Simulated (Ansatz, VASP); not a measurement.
**One calculation of CdS, two programs**

```
CELL_PARAMETERS angstrom
0.00000 2.91650 2.91650
2.91650 0.00000 2.91650
2.91650 2.91650 0.00000
ATOMIC_POSITIONS crystal
Cd 0.00000 0.00000 0.00000
S 0.25000 0.25000 0.25000
```

Alike in both runs: task relaxation of cell and atoms; functional PBE; k mesh 8 × 8 × 8; occupations gaussian, width 0.02 eV; no spin polarisation.

|  | VASP | Ansatz |
| --- | --- | --- |
| version | VASP 6.6.1 | Ansatz 0.2.0 |
| potentials or method | VASP PAW PBE potentials, release 64 (Cd, S) | scalar-relativistic, plane waves, PAW |
| plane-wave cutoff (eV) | 600 | 420 |
| valence electrons in the cell | 18 | 26 |

VASP gave:

| Quantity | Value |
| --- | --- |
| gap on the k mesh at the Fermi level, each at its own relaxed structure (eV) | 1.03 |
| relaxed volume (Å³/atom) | 26.14 |
| relaxed cell length with the largest relative difference (Å) | 4.197 |
| energy change over the relaxation (meV/atom) | -13 |

Q: Estimate Ansatz's values.

A: gap on the k mesh at the Fermi level, each at its own relaxed structure (eV): 1.04; relaxed volume (Å³/atom): 26.02; relaxed cell length with the largest relative difference (Å): 4.191; energy change over the relaxation (meV/atom): -10.

The two sets of potentials don't hold the same shells in valence.

As with any semilocal functional, this PBE gap is likely too small. Zero-point motion and thermal expansion aren't in these numbers. PBE usually gives volumes a little too large and moduli too small.
